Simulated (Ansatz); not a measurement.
**HfC: a short molecular-dynamics run**

A trajectory of HfC, a distorted structure with 8 atoms that was not relaxed first: 40 steps of 1 fs under a Nosé-Hoover thermostat at 1200 K.

Program: Ansatz 0.2.0. Level of theory: DFT PBE+U, plane waves, PAW, scalar-relativistic, no spin polarisation. These are calculated values, not measurements.

## 1. Starting point

The cell holds 8 atoms (C4Hf4): a = 2.953 Å, b = 5.508 Å, c = 5.210 Å, α = 109.81°, β = 87.82°, γ = 90.09°.

Coordinates:

```
CELL_PARAMETERS angstrom
-2.05445 0.03635 2.12080
2.27401 -4.47536 2.26766
2.01781 4.29184 2.15685
ATOMIC_POSITIONS crystal
Hf 0.99130 0.00833 0.01858
Hf 0.98582 0.50058 0.49084
Hf 0.50624 0.97946 0.47551
Hf 0.53944 0.50059 0.99016
C 0.99053 0.26200 0.76231
C 0.00894 0.75042 0.24258
C 0.50419 0.23192 0.23308
C 0.48496 0.73168 0.74579
```

## 2. Molecular dynamics

input.yaml reads:

```yaml
crystal:
  lattice:
    - [-2.054453, 0.036348, 2.120797]
    - [2.274015, -4.475355, 2.267663]
    - [2.017808, 4.291843, 2.156847]
  atoms:
    - { symbol: Hf, position: [0.991295, 0.008329, 0.018578] }
    - { symbol: Hf, position: [0.985824, 0.500579, 0.490843] }
    - { symbol: Hf, position: [0.506241, 0.979463, 0.475514] }
    - { symbol: Hf, position: [0.539443, 0.500591, 0.990162] }
    - { symbol: C, position: [0.99053, 0.262005, 0.762305] }
    - { symbol: C, position: [0.008939, 0.750421, 0.242584] }
    - { symbol: C, position: [0.504187, 0.231924, 0.233081] }
    - { symbol: C, position: [0.484964, 0.731682, 0.745788] }
kpoints:
  mp_grid: { grid: [5, 3, 3] }
magnetization:
  spin_polarized: false
scf:
  occupations: { method: gaussian, width: 0.1 }
  algorithm: direct_min
hamiltonian:
  pseudopotentials: { kind: paw }
  xc: pbe
  hubbard: { sites: [{ species: Hf, l: d, u_eff: 1.0 }], double_counting: fll }
basis:
  ecutwfc: 420
md:
  timestep: 1.0
  n_steps: 40
  ensemble: nvt_nose_hoover
  temperature: 1200.0
  initial_velocities: maxwell_boltzmann
  seed: 710123
```

Command:

```console
ansatz run input.yaml --threads 2 --pin off --max-ram 2560MiB --backend cpu --events-out ev --progress --plain --runs-dir out
```

What does the calculation give? Wanted: temperature, first and last step; temperature, second half; potential energy, second half; largest change of the conserved energy; mean square displacement, second half.

As calculated:

| quantity | value |
| --- | --- |
| length | 40 steps of 1 fs |
| temperature, first and last step | 1200 and 1206 K |
| temperature, second half | mean 1484 K, from 1204 to 1692 K |
| potential energy, second half | -38 meV/atom from the start |
| largest change of the conserved energy | 0.20 meV/atom |
| mean square displacement, second half | C 0.029, Hf 0.019 Å² |

**Reading.** Against a set 1200 K the second half averages 1484 K, going from 1692 to 1206 K over that half; the potential energy of that half lies 38 meV/atom under the start, so the atoms have moved to lower-lying arrangements, and the energy set free heats the cell. The conserved energy strays from its start by at most 0.20 meV/atom, 0.1 % of the mean kinetic energy, so a step of 1 fs is short enough over this time. No atom gets farther than 0.29 Å from its start, with the drift of the whole removed, against a typical distance of 2.0 Å between sites at the start. Settings off the usual here: scf.algorithm, hamiltonian.hubbard. A run of 40 fs with 8 atoms shows the motion but fixes no equilibrium value.
